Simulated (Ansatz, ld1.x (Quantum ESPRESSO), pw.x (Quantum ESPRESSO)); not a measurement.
Equation-of-state test of one TM potential (niobium)

| Quantity | Value |
| --- | --- |
| Element | Nb (Z = 41) |
| Generator | ld1.x (Quantum ESPRESSO) 7.5 |
| Type | norm-conserving Troullier–Martins (Kleinman–Bylander form) |
| Functional | PBE |
| Relativity | scalar-relativistic |
| Frozen core | [Kr] |
| Valence charge | 5 |
| Reference configuration | 4d4 5s1 5p0 |
| Partial waves | 5s (bound): rc 3.20 bohr; 5p (bound, empty): rc 4.20 bohr; 4d (bound): rc 1.85 bohr; 4f channel at 0.4 Ry: rc 4.60 bohr |
| Local potential | all-electron potential smoothed inside 3.30 bohr (lloc = -2) |
| Core correction | a·sin(br)/r model core, default radius (core density twice the valence density) |

Atomic tests: cutoffs needed: 35 Ry and 45 Ry (the cutoffs (Ry, on a coarse ladder) from which the occupation-weighted sum of valence levels, in a spherical-Bessel basis at the reference potential, stays within 10 and 1 mRy of its value at 400 Ry); ghost test: no extra level below or beside the all-electron valence levels (s, p, d, f tested) (spherical-Bessel basis up to 400 Ry, 20 bohr box); largest excitation error: -616 meV (all-electron minus pseudo) for 4d2 5s0 5p0, out of 7 test configurations.

Crystal test: diamond Nb in pw.x 7.5, no spin, 8³ k-points, Fermi–Dirac smearing 0.01 Ry, cutoffs 55/220 Ry. The reference is all-electron LAPW (Ansatz 0.2.0) with the same functional, mesh and smearing; V0 and B0 come from Birch–Murnaghan fits to the pressures at five volumes. Errors are pseudo minus all-electron; Δ is the rms difference of the E(V) curves that follow from these fits, minima aligned, over ±6 % about the mean V0. Mesh and smearing are coarse, so the numbers serve the comparison and aren't converged zero-temperature values; the lattice is a test structure that the element need not adopt.

All-electron: a0 = 5.922 Å (V0 = 25.96 Å³/atom), B0 = 64.5 GPa.

Q: How far does the potential miss the all-electron equation of state?

A: mean pressure error (GPa): -4.49. The pressure does not cross zero within the volumes sampled, so no fit is given. The largest radius (4.60 bohr) exceeds half the bond length (2.42 bohr), so the spheres overlap, which is one possible source of error among others. This is a poor potential for the solid. The logarithmic derivative shows an extra or strongly shifted pseudo pole above the reference energy (p near 1.87 Ry).

```csv
V (Å³/atom),P all-electron (GPa),P pseudo (GPa)
24.643,3.74,-2.23
25.291,1.78,-3.33
25.940,0.06,-4.33
26.588,-1.47,-5.23
27.237,-2.80,-6.04
```

Q: At the middle volume, how do free energy and pressure move when the wave cutoff is lowered (ecutrho kept at four times it)?

A:

```
cutoff (Ry)  shift of F (meV/atom)  shift of P (GPa)
         25                +1049.4            -22.61
         33                 +135.9             -4.78
         44                   +3.3             -0.26
```

The run at the middle volume (29 k-points, 8 iterations) took about 9.9 s on one core of a shared host (Neoverse-V2, 32 threads, 247 GiB, load 10).
